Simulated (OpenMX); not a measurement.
The system is I.

```
I
1.0
     3.63503   -2.39502    0.00000
     3.63503    2.39502    0.00000
     0.00000    0.00000    9.79344
I
4
Cartesian
  3.6350 -0.7152 3.7646
  3.6350 1.6799 1.1321
  3.6350 0.7152 6.0288
  3.6350 -1.6799 8.6613
```

Base run:

```yaml
Program: OpenMX 3.8.5
Functional: PBE
Potentials_or_basis: OpenMX 2013 PBE set, I7.0-s3p2d2f1, grid cutoff 300 Ry
k_mesh: 7 × 7 × 3
Occupations: fermi-dirac, width 0.05 eV
Spin: no spin polarisation
```

Its results: band gap on the k mesh 1.26 eV, indirect (least direct gap 1.34 eV); pressure 1.9 GPa; largest force 0.994 eV/Å.

Problem. The run is repeated on the same cell with these changes: functional from PBE to LDA; potentials or basis from OpenMX 2013 PBE set, I7.0-s3p2d2f1, grid cutoff 300 Ry to OpenMX 2013 LDA set, I7.0-s3p2d2f1, grid cutoff 300 Ry. What comes out?

Solution. Band gap on the k mesh 1.16 eV, indirect (least direct gap 1.24 eV); pressure -0.8 GPa; largest force 0.857 eV/Å.

Caveats: spin-orbit coupling is left out, which moves the levels of the heavy elements; the basis of atomic orbitals isn't converged, which shifts pressures, moduli and gaps; an odd mesh through Γ misses points on the zone boundary, where band edges often lie (some runs).
